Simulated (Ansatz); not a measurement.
# SnO: band gap under strain

Aim: follow the gap of the known phase of SnO with 4 atoms a cell through these states: +5.8 % strain along y alone; +5.1 % strain along x alone. The table at the end shows which levels were run.

Code: Ansatz 0.2.0. PAW datasets, plane waves. The values are computed, spin-unpolarised, and not measurements.

### Step 1. Starting point

The unstrained cell was relaxed with r2SCAN+rVV10; in each strained cell the atoms were relaxed again with r2SCAN+rVV10. Names of k-points are those of the unstrained zone, where strain can split equivalent points. First state: +5.8 % strain along y alone.

It is orthorhombic, Pmmn (No. 59); a = 3.793 Å, b = 4.012 Å, c = 4.758 Å in the conventional setting, 18.10 Å³ an atom. Around Sn lie 4 O at 2.22–2.27 Å; around O lie 4 Sn at 2.22–2.27 Å.

The structure in full:

```
CELL_PARAMETERS angstrom
3.79265 0.00000 0.00000
0.00000 4.01224 0.00000
0.00000 0.00000 4.75821
ATOMIC_POSITIONS crystal
Sn 0.50000 0.00000 0.23365
Sn 0.00000 0.50000 0.76635
O 0.00000 0.00000 0.99048
O 0.50000 0.50000 0.00952
```

### Step 2. +5.8 % strain along y alone: PBE

input.yaml

```yaml
crystal:
  lattice:
    - [3.7926488476, 0.0, 0.0]
    - [0.0, 4.0122432159, 0.0]
    - [0.0, 0.0, 4.7582138718]
  atoms:
    - { symbol: Sn, position: [0.5, 0.0, 0.2336491462] }
    - { symbol: Sn, position: [0.0, 0.5, 0.7663508538] }
    - { symbol: O, position: [0.0, 0.0, -0.0095154494] }
    - { symbol: O, position: [0.5, 0.5, 0.0095154494] }
kpoints:
  mp_grid: { grid: [6, 6, 6] }
  band_path:
    path:
      - [0.0, 0.0, 0.0]
      - [0.0, 0.5, 0.0]
      - [0.5, 0.5, 0.0]
      - [0.0, 0.0, 0.5]
      - [0.0, 0.5, 0.5]
      - [0.5, 0.5, 0.5]
      - [0.15625, 0.0, 0.0]
    npoints: 1
hamiltonian:
  xc: pbe
scf:
  occupations: { method: fermi_dirac, width: 0.02 }
  n_extra_bands: 5
output:
  forces: true
  stress: true
  eigenvalues: true
```

Command:

```sh
> ansatz run input.yaml --threads 4 --pin off --max-ram 5529MiB --backend cpu --events-out ev --progress --plain --runs-dir out
```

After this run come: +5.8 % strain along y alone: r2SCAN; +5.8 % strain along y alone: HSE06; +5.1 % strain along x alone: PBE; +5.1 % strain along x alone: r2SCAN; +5.1 % strain along x alone: HSE06.

Q: Predict the outcome of this session.

**Answer**, as computed:

Least gap in eV (negative: overlap):

| state | PBE | r2SCAN | HSE06 |
| --- | --- | --- | --- |
| +5.8 % strain along y alone | 0.41 | 0.60 | 0.89 |
| +5.1 % strain along x alone | 0.36 | 0.54 | 0.82 |

Where both were run, the HSE06 gap lies +0.47 to +0.48 eV from PBE's, each on its own k points. In PBE the gap is least under +5.1 % strain along x alone (0.36 eV) and largest under +5.8 % strain along y alone (0.41 eV). Spin-orbit coupling is left out of the table, though the cell holds Sn (Z = 50); in an element this heavy it can shift bands and gaps by tenths of an eV.
